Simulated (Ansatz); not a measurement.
## Rh: band structure with PBEsol

The system is Rh.

```
Rh
1.0
     0.00000    1.89785    1.89785
     1.89785    0.00000    1.89785
     1.89785    1.89785    0.00000
Rh
1
Direct
  0.00000 0.00000 0.00000
```

| Property | Result |
| --- | --- |
| Program | Ansatz 0.2.0 |
| Task | band structure |
| Functional | PBEsol |
| Potentials or basis | all-electron LAPW, inner shells corrected to Dirac's equation |
| Cutoff | 278 eV (chosen from the basis error) |
| Basis error allowed | 0.001 eV/atom |
| k mesh | 12 × 12 × 12 |
| Occupations | fermi-dirac, width 0.05 eV |
| Spin | no spin polarisation |

* Pressure: -3.7 GPa
* Band gap along the path: none (metal or under the smearing width)

Levels at the corners of the path, in eV from the Fermi level:
| point | band 9 | band 10 | band 11 | band 12 | band 13 | band 14 | band 15 | band 16 | band 17 | band 18 |
| --- | --- | --- | --- | --- | --- | --- | --- | --- | --- | --- |
| Γ | -46.33 | -8.10 | -3.15 | -3.15 | -3.15 | -1.02 | -1.02 | 15.70 | 21.06 | 21.06 |
| X | -46.61 | -6.43 | -6.05 | 0.54 | 0.98 | 0.98 | 3.17 | 12.27 | 13.19 | 13.19 |
| W | -46.62 | -5.11 | -3.89 | -3.89 | -1.24 | 0.98 | 9.58 | 9.58 | 11.18 | 12.65 |
| K | -46.55 | -5.61 | -4.86 | -2.13 | -0.72 | 0.36 | 7.84 | 8.54 | 12.03 | 16.38 |
| Γ | -46.33 | -8.10 | -3.15 | -3.15 | -3.15 | -1.02 | -1.02 | 15.70 | 21.06 | 21.06 |
| L | -46.44 | -6.23 | -3.22 | -3.22 | 0.56 | 0.56 | 0.63 | 8.63 | 15.25 | 20.95 |
| U | -46.55 | -5.61 | -4.86 | -2.13 | -0.72 | 0.36 | 7.84 | 8.54 | 12.03 | 16.38 |
| W | -46.62 | -5.11 | -3.89 | -3.89 | -1.24 | 0.98 | 9.58 | 9.58 | 11.18 | 12.65 |

Run time: 3.6 s on 1 thread of AMD EPYC 9R45 96-Core Processor (Zen 5) (shared host), peak memory 0.29 GiB.
